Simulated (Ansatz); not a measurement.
# SiC (Moissanite 3C) (F-43m) in Ansatz: further runs

Aim: see how the results for SiC (Moissanite 3C) move with the level of theory and the settings. Levels: BLYP, LDA. Tasks: band structure, phonons.

Program: Ansatz 0.2.0. These are calculated values, not measurements. Logs are shortened: lines on timing, memory, paths and dates and some standing lists are left out, and cuts for length are marked.

**Experimental background.**

“Insight into the structural, elastic and electronic properties of a new orthorhombic 6O-SiC polytype”, 2020, pmc:7200658 quotes, for a bulk crystal of SiC: band gap 2.4 eV (indirect).

The results are compared with them further down.

### 1 Starting point

It takes space group F-43m (No. 216, cubic). Conventional cell: a = 4.358 Å, b = 4.358 Å, c = 4.358 Å, α = 90.00°, β = 90.00°, γ = 90.00°. Around Si (site symmetry -43m) lie 4 C at 1.89 Å. Around C (site symmetry -43m) lie 4 Si at 1.89 Å.

### 2 Band structure, BLYP

The input, input.yaml:

```yaml
crystal:
  lattice:
    - [0.0, 2.179, 2.179]
    - [2.179, 0.0, 2.179]
    - [2.179, 2.179, 0.0]
  atoms:
    - { symbol: Si, position: [0.0, 0.0, 0.0] }
    - { symbol: C, position: [0.75, 0.75, 0.75] }
kpoints:
  mp_grid: { grid: [10, 10, 10] }
  band_path:
    path:
      - [0.0, 0.0, 0.0]
      - [0.5, 0.0, 0.5]
      - [0.5, 0.25, 0.75]
      - [0.375, 0.375, 0.75]
      - [0.0, 0.0, 0.0]
      - [0.5, 0.5, 0.5]
      - [0.625, 0.25, 0.625]
      - [0.5, 0.25, 0.75]
    npoints: 10
scf:
  occupations: { method: fermi_dirac, width: 0.05 }
hamiltonian:
  xc: blyp
  pseudopotentials: { kind: all_electron, lapw: { basis_error: 0.001 } }
output:
  forces: true
  stress: true
  eigenvalues: true
```

Potentials or basis: all-electron LAPW, scalar-relativistic.

Command:

```sh
$ ansatz run input.yaml --threads 1 --pin off --max-ram 3072MiB --backend cpu --events-out ev --progress --plain --runs-dir out
```

Standard output:

```text
Warning: RAYON_NUM_THREADS=1 ignored (pool sized by the plan → 1); use --threads N
LAPW: plane waves up to 9.585 Å⁻¹, error target 1.0e-3 eV per atom; small_component_spin mean_spin; C in spheres of 0.886 Å, 6 of its electrons in bands, Dirac shells []; Si in spheres of 1.001 Å, 12 of its electrons in bands, Dirac shells [] (how accurate: hamiltonian.pseudopotentials.lapw.basis_error, Limitations)
Engine: ansatz 0.2.0, aarch64-unknown-linux-gnu
Pseudopotentials: kind: all_electron
Pseudopotential: Si, LAPW, valence charge 12, lapw/all_electron/scalar/gaussian/Si, Koelling and Harmon's equation, gaussian nucleus
Pseudopotential: C, LAPW, valence charge 6, lapw/all_electron/scalar/gaussian/C, Koelling and Harmon's equation, gaussian nucleus
Functional definition: BLYP
  parameter beta = 0.0042
  parameter a = 0.04918
  parameter b = 0.132
  parameter c = 0.2533
  parameter d = 0.349
  exchange = b88_x(beta = beta)
  correlation = lyp_c(a = a, b = b, c = c, d = d)
Crystal: 2 atoms, lattice volume = 20.692 Å³
Basis set: ecut = 350.0560138609345 eV, 331 PW (Γ), exchange–correlation at level 2
Bands: 13, of which v1, the nominal top of the filled ones, is band 9 counted from 1 (8 counted from 0)
Symmetry: 24 space group operations
Space group: F-43m (ITA 216), of the structure as read, at distance tolerance 2.7e-5 Å
k-points: 47 of 1000 (time reversal used)
Non-local potential: Si, projectors of the file, none
Non-local potential: C, projectors of the file, none
Initial density: superposition of atomic densities (chi_scale 0.1, normalization cell, long waves kept (reshape's long-wave potential 0.00 eV rms))
Initial wavefunctions: plane waves of lowest kinetic energy (no species holds an atomic orbital)
Functional: x = b88, c = lyp
iter 1 solved again at ethr=3.22e-2 eV; its pass at ethr=1.00e-1 eV (dr2=5.80e0 eV) is discarded
SCF iter   1: F=—  HF=-8936.054068 eV  |F-HF|=—  |Δ(HF+E_count)|=         —  Δρ=1.53e-1  dr2=5.80e0  ethr=3.22e-2  ⟨swp⟩=2.0  Hψ=4307  notcnv=0
preconditioner: auto → none  [insulator: Δε(μ)=3.985 eV  Ē_g=14.929 eV  σ=0.050 eV  W_gap=1.00  n_scr=8 (ndim 8)  ℏωp=23.1 eV  f_vac=0.000  D(μ)=0.00/eV (n_scr^D=0)  ε∞_Penn≈3.4]
iter 2 solved again at ethr=1.41e-3 eV; its pass at ethr=3.22e-2 eV (dr2=2.53e-1 eV) is discarded
SCF iter   2: F=—  HF=-8934.038627 eV  |F-HF|=—  |Δ(HF+E_count)|=    2.02e0  Δρ=4.23e-2  dr2=2.54e-1  ethr=1.41e-3  ⟨swp⟩=2.0  Hψ=3254  notcnv=0
SCF iter   3: F=—  HF=-8933.909464 eV  |F-HF|=—  |Δ(HF+E_count)|=         —  Δρ=1.87e-2  dr2=4.71e-2  ethr=1.41e-3  ⟨swp⟩=3.0  Hψ=1922  notcnv=0
the basis was enlarged: its passes take 111.5 KiB over the memory plan, 1 of 1 planned eigensolver slots
SCF iter   4: F=—  HF=-8933.911447 eV  |F-HF|=—  |Δ(HF+E_count)|=   1.98e-3  Δρ=1.18e-3  dr2=1.96e-4  ethr=2.62e-4  ⟨swp⟩=2.0  Hψ=1653  notcnv=0
SCF iter   5: F=—  HF=-8933.911500 eV  |F-HF|=—  |Δ(HF+E_count)|=   5.22e-5  Δρ=2.27e-4  dr2=4.55e-6  ethr=1.09e-6  ⟨swp⟩=3.0  Hψ=1608  notcnv=0
SCF iter   6: F=—  HF=-8933.911509 eV  |F-HF|=—  |Δ(HF+E_count)|=   8.99e-6  Δρ=6.40e-5  dr2=4.27e-7  ethr=2.53e-8  ⟨swp⟩=3.0  Hψ=1654  notcnv=0
SCF iter   7: F=-8933.911509 eV  HF=-8933.911509 eV  |F-HF|=2.91e-10  |Δ(HF+E_count)|=   6.71e-8  Δρ=3.77e-6  dr2=1.11e-9  ethr=2.37e-9  ⟨swp⟩=3.0  Hψ=1636  notcnv=0
SCF 1 converged in 7 iterations: F = -8933.911509 eV  dr2 = 1.11e-9
NSCF: frozen V_eff on 71 k-points
SCF converged after 7 iterations
Free energy (F): -8933.911509 eV
Harris-Foulkes:  -8933.911509 eV  (|F-HF|=2.91e-10)
Internal energy: -8933.911509 eV  (E = F + TS)
E sigma→0 (E₀):  -8933.911509 eV
Fermi energy:    12.022369 eV
--- Per-component energies (eV) ---
  E_band       = -1177.059452
  E_kinetic    = 8957.601119
  E_xc         = -722.593551
  E_electrostatic = -17168.919077  (all electrons and nuclei)
  E_smearing   = -0.000000  (= −TS)
  E_closure    = 0.000000  (closes the sum)
  E_atoms      = -8920.351870  (free atoms, spherical and without spin; not in F)
  Σ components = -8933.911509   (vs F -8933.911509, Δ=0.00e0)
  Basis errors (estimates in eV, not in F): energy 5.4e-4 per atom: plane waves 4.8e-4 (2.9e-4 summed), levels above the bands 1.7e-90, relativity 6.5e-8, radial functions 5.7e-5, core shells 9.2e-14; eigenvalues (radial functions only) 3.5e-6; not estimated: angular momenta, meshes, grids; target (lapw.basis_error) 1.0e-3; muffin-tin radii C 0.886 Å, Si 1.001 Å
--- Forces (eV/Å), atoms counted from 1 ---
  atom   1  Si    -0.00000000     0.00000000     0.00000000
  atom   2  C      0.00000000    -0.00000000    -0.00000000
  max |Σ_I F_I| component: 2.78e-17 eV/Å
--- Stress (GPa, compression-positive) ---
        7.893642       0.000000       0.000000
        0.000000       7.893642       0.000000
        0.000000       0.000000       7.893642
  P = ⅓ Tr σ = 7.8936 GPa (78.936 kbar)
--- Band table (eV; the first three rows and the last of 47) ---
  k-point 0: bands = ["-252.7889", "-122.0978", "-78.3358", "-78.3358", "-78.3358", "-4.1065", "11.1540", "11.1540", "11.1540", "17.5656", "18.5461", "18.5461", "18.5461"]
  k-point 1: bands = ["-252.7889", "-122.0978", "-78.3360", "-78.3358", "-78.3358", "-3.9128", "10.1745", "11.0229", "11.0229", "17.8093", "18.7848", "18.7848", "18.8220"]
  k-point 2: bands = ["-252.7889", "-122.0978", "-78.3364", "-78.3359", "-78.3359", "-3.3409", "8.0967", "10.7205", "10.7205", "17.4946", "19.1504", "19.1504", "20.0452"]
  k-point 46: bands = ["-252.7889", "-122.0976", "-78.3371", "-78.3368", "-78.3365", "1.0421", "4.0717", "6.4953", "6.7398", "16.0730", "19.3334", "21.3142", "22.4647"]
```

Run time: 11 s. Hardware: 1 thread of Arm Neoverse V1, shared host; peak memory 0.25 GiB.

What came out:

```
Free energy             : -8933.9115 eV
Pressure                : 7.9 GPa
Band gap on the k mesh  : 1.70 eV, indirect (least direct gap 4.82 eV)
Band gap along the path : 1.70 eV, indirect (least direct gap 4.82 eV)
```

Levels at the corners of the path, in eV from the valence-band top:
| point | band 6 | band 7 | band 8 | band 9 | band 10 | band 11 | band 12 | band 13 |
| --- | --- | --- | --- | --- | --- | --- | --- | --- |
| Γ | -15.26 | 0.00 | 0.00 | 0.00 | 6.41 | 7.39 | 7.39 | 7.39 |
| X | -10.31 | -7.71 | -3.12 | -3.12 | 1.70 | 4.53 | 14.05 | 14.05 |
| W | -10.09 | -6.98 | -4.84 | -4.52 | 5.43 | 9.45 | 9.58 | 10.01 |
| K | -10.32 | -7.20 | -5.37 | -2.54 | 3.39 | 7.91 | 11.92 | 12.52 |
| Γ | -15.26 | 0.00 | 0.00 | 0.00 | 6.41 | 7.39 | 7.39 | 7.39 |
| L | -11.75 | -8.37 | -1.04 | -1.04 | 5.55 | 7.39 | 7.39 | 10.34 |
| U | -10.32 | -7.20 | -5.37 | -2.54 | 3.39 | 7.91 | 11.92 | 12.52 |
| W | -10.09 | -6.98 | -4.84 | -4.52 | 5.43 | 9.45 | 9.58 | 10.01 |

### 3 Phonons, LDA

The input, input.yaml:

```yaml
crystal:
  lattice:
    - [0.0, 2.179, 2.179]
    - [2.179, 0.0, 2.179]
    - [2.179, 2.179, 0.0]
  atoms:
    - { symbol: Si, position: [0.0, 0.0, 0.0] }
    - { symbol: C, position: [0.75, 0.75, 0.75] }
kpoints:
  mp_grid: { grid: [7, 7, 7] }
scf:
  occupations: { method: fermi_dirac, width: 0.05 }
hamiltonian:
  xc: lda
  pseudopotentials: { kind: all_electron, lapw: { basis_error: 0.001 } }
output: {}
phonons:
  method: fd
  supercell: [1, 1, 1]
```

Potentials or basis: all-electron LAPW, scalar-relativistic.

Command:

```sh
$ ansatz run input.yaml --threads 1 --pin off --max-ram 3072MiB --backend cpu --events-out ev --progress --plain --runs-dir out
```

Standard output:

```text
Warning: RAYON_NUM_THREADS=1 ignored (pool sized by the plan → 1); use --threads N
LAPW: plane waves up to 9.915 Å⁻¹, error target 1.0e-3 eV per atom; small_component_spin mean_spin; C in spheres of 0.854 Å, 6 of its electrons in bands, Dirac shells []; Si in spheres of 0.976 Å, 12 of its electrons in bands, Dirac shells [] (how accurate: hamiltonian.pseudopotentials.lapw.basis_error, Limitations)
[... 4 set-up lines as earlier in the session ...]
Functional definition: SPW92
  exchange = slater_x
  correlation = pw_c
Crystal: 2 atoms, lattice volume = 20.692 Å³
Basis set: ecut = 374.5197890006366 eV, 331 PW (Γ), exchange–correlation at level 2
Bands: 13, of which v1, the nominal top of the filled ones, is band 9 counted from 1 (8 counted from 0)
[... 1 set-up line as earlier in the session ...]
k-points: 20 of 343 (time reversal used)
[... 4 set-up lines as earlier in the session ...]
Functional: x = slater, c = lda
iter 1 solved again at ethr=2.90e-2 eV; its pass at ethr=1.00e-1 eV (dr2=5.23e0 eV) is discarded
SCF iter   1: F=—  HF=-8896.698279 eV  |F-HF|=—  |Δ(HF+E_count)|=         —  Δρ=1.45e-1  dr2=5.23e0  ethr=2.90e-2  ⟨swp⟩=2.0  Hψ=1802  notcnv=0
preconditioner: auto → none  [insulator: Δε(μ)=3.852 eV  Ē_g=14.761 eV  σ=0.050 eV  W_gap=1.00  n_scr=8 (ndim 8)  ℏωp=23.1 eV  f_vac=0.000  D(μ)=0.00/eV (n_scr^D=0)  ε∞_Penn≈3.4]
iter 2 solved again at ethr=1.38e-3 eV; its pass at ethr=2.90e-2 eV (dr2=2.48e-1 eV) is discarded
SCF iter   2: F=—  HF=-8894.841521 eV  |F-HF|=—  |Δ(HF+E_count)|=    1.86e0  Δρ=4.18e-2  dr2=2.49e-1  ethr=1.38e-3  ⟨swp⟩=2.0  Hψ=1386  notcnv=0
SCF iter   3: F=—  HF=-8894.701239 eV  |F-HF|=—  |Δ(HF+E_count)|=         —  Δρ=1.69e-2  dr2=3.52e-2  ethr=1.38e-3  ⟨swp⟩=3.0  Hψ=802  notcnv=0
the basis was enlarged: its passes take 54.1 KiB over the memory plan, 1 of 1 planned eigensolver slots
SCF iter   4: F=—  HF=-8894.689865 eV  |F-HF|=—  |Δ(HF+E_count)|=   1.14e-2  Δρ=9.49e-4  dr2=1.13e-4  ethr=1.95e-4  ⟨swp⟩=2.0  Hψ=700  notcnv=0
[... 25 lines left out ...]
SCF iter   4: F=—  HF=-8894.688903 eV  |F-HF|=—  |Δ(HF+E_count)|=   7.04e-8  Δρ=1.18e-5  dr2=2.92e-8  ethr=6.86e-9  ⟨swp⟩=2.0  Hψ=1984  notcnv=0
SCF iter   5: F=—  HF=-8894.688903 eV  |F-HF|=—  |Δ(HF+E_count)|=   1.20e-8  Δρ=3.01e-6  dr2=1.00e-9  ethr=1.62e-10  ⟨swp⟩=3.0  Hψ=2180  notcnv=0
SCF iter   6: F=-8894.688903 eV  HF=-8894.688903 eV  |F-HF|=1.82e-12  |Δ(HF+E_count)|=  5.28e-11  Δρ=5.82e-7  dr2=2.27e-11  ethr=5.57e-12  ⟨swp⟩=2.9  Hψ=2083  notcnv=0
SCF 3 converged in 6 iterations: F = -8894.688903 eV  dr2 = 2.27e-11
SCF converged after 8 iterations
Free energy (F): -8894.689844 eV
Harris-Foulkes:  -8894.689844 eV  (|F-HF|=3.64e-12)
Internal energy: -8894.689844 eV  (E = F + TS)
E sigma→0 (E₀):  -8894.689844 eV
Fermi energy:    11.292874 eV
--- Per-component energies (eV) ---
  E_band       = -1177.407224
  E_kinetic    = 8901.213895
  E_xc         = -680.987198
  E_electrostatic = -17114.916541  (all electrons and nuclei)
  E_smearing   = -0.000000  (= −TS)
  E_closure    = 0.000000  (closes the sum)
  E_atoms      = -8878.040847  (free atoms, spherical and without spin; not in F)
  Σ components = -8894.689844   (vs F -8894.689844, Δ=0.00e0)
  Basis errors (estimates in eV, not in F): energy 5.2e-4 per atom: plane waves 4.9e-4 (3.0e-4 summed), levels above the bands 7.2e-91, relativity 7.5e-9, radial functions 2.8e-5, core shells 7.4e-13; eigenvalues (radial functions only) 2.1e-6; not estimated: angular momenta, meshes, grids; target (lapw.basis_error) 1.0e-3; muffin-tin radii C 0.854 Å, Si 0.976 Å
--- Forces (eV/Å), atoms counted from 1 ---
  atom   1  Si    -0.00000000     0.00000000    -0.00000000
  atom   2  C      0.00000000    -0.00000000    -0.00000000
  max |Σ_I F_I| component: 3.70e-17 eV/Å
--- Band table (eV; the first three rows and the last of 20) ---
  k-point 0: bands = ["-250.2030", "-121.6583", "-78.5044", "-78.5044", "-78.5044", "-4.7872", "10.5333", "10.5333", "10.5333", "16.8087", "17.7269", "17.7269", "17.7269"]
  k-point 1: bands = ["-250.2030", "-121.6582", "-78.5048", "-78.5045", "-78.5045", "-4.3885", "8.6952", "10.2774", "10.2774", "16.9243", "18.1533", "18.1533", "18.4990"]
  k-point 2: bands = ["-250.2030", "-121.6582", "-78.5055", "-78.5046", "-78.5046", "-3.2329", "5.4349", "9.8138", "9.8138", "16.3247", "18.2499", "18.2499", "20.0761"]
  k-point 19: bands = ["-250.2030", "-121.6581", "-78.5057", "-78.5056", "-78.5051", "0.3420", "3.4581", "5.0550", "6.9237", "15.1522", "18.9954", "20.5997", "21.3127"]
--- Phonons: 2 displaced members + reference (amplitude 0.01 Å, Σ member SCF iterations 12) ---
  symmetry images taken by strict's conditions (phonons.symmetry_images: auto; settled by no image being taken that strict refuses)
  ASR residual: 5.730e-4 → 0.000e0 eV/Å²; symmetrization residual: 8.212e-5 eV/Å²
  largest component of a force at the reference: 1.5e-16 eV/Å
  ASR residual per site (eV/Å²): 5.73e-4 4.73e-4
  Γ frequencies (cm⁻¹): 0.00 0.00 0.00 779.78 779.78 779.78
  density of states and harmonic sums: on the 24×24×24 q-mesh, interpolated from the force constants of a 1×1×1 supercell (no non-analytic term)
  largest difference from the sums on the solved wave vectors: F 2.18e-1 eV, S 4.77e-4 and C_V 2.58e-4 eV/K
  zero-point energy: 0.193426 eV/cell   skipped modes (ω ≤ 0): 3   left out of the sums: 3.62e-5 of the cell's modes: C_V's classical limit lies that fraction below 3 k_B per atom; for a crystal, a wire or a layer, F and S can be off by more, and a phonons.interpolated_qmesh denser along its periods is the remedy for the sampling
```

phthermo.tsv:

```text
# format = ansatz-phthermo/1
# interpolated_qmesh = 24 24 24
# force_constants_supercell = 1 1 1
# non_analytic_term = not included (the non-analytic LO-TO correction is not applied to the interpolated dynamical matrix; polar crystals: no LO-TO splitting at GAMMA, and LO and other optical branches, acoustic branches and sound speeds, and with them the density of states and the thermodynamics, can be off between the wave vectors that the force constants were sampled on, most near GAMMA; a larger extent of the force constants narrows that region and is not shown to mend the acoustic slopes)
# zero_point_energy_ev = 1.9342596013e-1
# n_skipped_modes = 3
# share_of_modes_left_out = 3.6168981481e-5
# rigid_motions_known_by = geometry
# t_k	f_vib_ev	s_ev_per_k	c_v_ev_per_k
0.0000	1.9342596013e-1	0.0000000000e0	0.0000000000e0
10.0000	1.9342595405e-1	4.3779816743e-9	2.3970248914e-8
20.0000	1.9342560768e-1	8.6686997700e-8	3.0903194599e-7
30.0000	1.9342364320e-1	3.4270695633e-7	1.1218005951e-6
40.0000	1.9341784423e-1	8.7274020468e-7	2.8345117145e-6
50.0000	1.9340482775e-1	1.8123315531e-6	5.9984073136e-6
[... 93 lines left out ...]
990.0000	-1.6813697231e-1	7.1412809998e-4	4.9052467710e-4
1000.0000	-1.7530295281e-1	7.1906058467e-4	4.9102996481e-4
```

Run time: 20 s. Hardware: 1 thread of Arm Neoverse V1, shared host; peak memory 0.28 GiB.

Results:

```
Free energy                                             : -8894.6898 eV
Band gap on the k mesh                                  : 1.55 eV, indirect (least direct gap 4.64 eV)
Highest phonon frequency at Γ, LO-TO splitting left out : 780 cm⁻¹
```

Phonon frequencies in cm⁻¹ (negative: imaginary):
| q point | frequencies |
| --- | --- |
| (0.000, 0.000, 0.000) | 0 0 0 780 780 780 |

Caveat: an odd mesh through Γ misses points on the zone boundary, where band edges often lie.

### 4 How close it comes

Step 2. Against the measured gap of SiC, 2.4 eV (indirect; quoted in “Insight into the structural, elastic and electronic properties of a new orthorhombic 6O-SiC polytype”, 2020, pmc:7200658), the calculated 1.70 eV is off by -0.70 eV. The value is that of BLYP, without temperature or zero-point motion. Semilocal functionals fall short of measured gaps as a rule.

Step 3. The gap isn't set beside the deposited one, since this odd mesh misses points on the zone boundary.
